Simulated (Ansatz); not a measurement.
**Ru: pressure against volume**

Ru, Fm-3m, a = 3.810 Å. This isn't the element's structure at ambient conditions. Ansatz: PBE, PAW, 420 eV, Γ-centred 18×18×18 mesh on 1 atom, Gaussian smearing 0.10 eV; no spin polarisation. Symmetry fixes shape and atoms, so the cell is only scaled; pressure is positive in compression.

```tsv
V (Å³/atom)	P (GPa)
12.169	53.24
12.584	36.27
12.999	?
13.414	10.06
13.828	0.02
14.243	-8.41
14.658	-15.46
15.211	-23.09
```

**Question.** Take V0 = 13.828 Å³/atom, count pressures from its P0 = 0.02 GPa, fit the third-order Birch–Murnaghan form to the other rows, and predict the missing pressure.

**Answer.** With the Eulerian strain f = ½[(V0/V)^(2/3) − 1] and y = (P − P0)/[3f(1 + 2f)^(5/2)], the form is the line y = B0 + 1.5 B0 (B0′ − 4) f. Rows (f, y): 0.04447, 322.4; 0.03243, 318.4; 0.01024, 310.7; -0.00976, 302.5; -0.01906, 298.3; -0.03079, 293.3. Means f = 0.004588, y = 307.60; Σ(Δf)² = 0.004414, ΣΔfΔy = 1.707; the slope is their ratio. y = 305.8 + 386.8 f GPa, so B0 = 305.8 GPa and B0′ = 4 + 2 × (386.8)/(3 × 305.8) = 4.84. At V = 12.999, f = 0.02104, y = 313.94 and P = 21.99 GPa. The run gave 22.02 GPa, so the fit is 0.03 GPa too low, within the rms miss on the fitted rows (0.05 GPa).

Cost: 8 runs of about 0.45 core-minutes in all, on Arm Neoverse V1 (shared hosts).